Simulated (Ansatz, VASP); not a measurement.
## MgO: VASP beside Ansatz

POSCAR

```
MgO
1.0
    0.0000000000      2.2820056624      2.2820056624
    2.2820056624      0.0000000000      2.2820056624
    2.2820056624      2.2820056624      0.0000000000
Mg O
1 1
Direct
    0.0000000000      0.0000000000      0.0000000000
    0.2500000000      0.2500000000      0.2500000000
```

The input INCAR.step1:

```
ALGO = Normal ; EDIFF = 1E-4
ENCUT = 520 ; GGA = PE
ISMEAR = 0 ; LASPH = True
LCHARG = False ; LREAL = False
LWAVE = True ; NBANDS = 11
NELM = 80 ; PREC = Accurate
SIGMA = 0.01
```

Contents of INCAR.step2:

```
ALGO = Normal ; EDIFF = 1E-6
ENCUT = 520 ; ISIF = 2
ISMEAR = 0 ; ISTART = 1
IVDW = 12 ; LASPH = True
LCHARG = False ; LMIXTAU = True
LREAL = False ; LWAVE = False
METAGGA = R2SCAN ; NBANDS = 11
NELM = 80 ; PREC = Accurate
SIGMA = 0.01 ; VDW_A1 = 0.49484001
VDW_A2 = 5.73083694 ; VDW_S6 = 1.0
VDW_S8 = 0.78981345
```

File KPOINTS:

```
k-points
0
Gamma
  6 6 6
```

Input for Ansatz:

```yaml
crystal:
  lattice:
    - [0.0, 2.2820056624, 2.2820056624]
    - [2.2820056624, 0.0, 2.2820056624]
    - [2.2820056624, 2.2820056624, 0.0]
  atoms:
    - { symbol: Mg, position: [0.0, 0.0, 0.0] }
    - { symbol: O, position: [0.25, 0.25, 0.25] }
kpoints:
  mp_grid: { grid: [6, 6, 6] }
hamiltonian:
  xc: r2scan
  dispersion: d3bj
scf:
  occupations: { method: fixed }
  n_extra_bands: 4
output:
  forces: true
  stress: true
  eigenvalues: true
```

Alike in both runs: task single point; functional r2SCAN; dispersion D3(BJ); k mesh 6 × 6 × 6; no spin polarisation.

```csv
,VASP,Ansatz
version,VASP 6.6.1,Ansatz 0.2.0
potentials or method,"VASP PAW PBE potentials, release 64 (Mg, O)",plane waves
plane-wave cutoff (eV),520,500
occupations,"gaussian, width 0.01 eV",fixed
valence electrons in the cell,8,16
```

VASP gave:

- gap on the k mesh at the Fermi level (eV): 4.32
- pressure (GPa): -2.0
- dispersion energy (meV/atom): -108.7

Q: Which values does Ansatz return?

A: gap on the k mesh at the Fermi level (eV): 4.34; pressure (GPa): -1.5; dispersion energy (meV/atom): -108.8.

The two sets of potentials don't hold the same shells in valence. Ansatz warned: «dispersion_damping_borrowed».

Caveats: the PAW data sets were made with another functional, which shifts forces and pressure a little (VASP). r2SCAN opens gaps a little over a GGA but as a rule still falls short of measured ones.
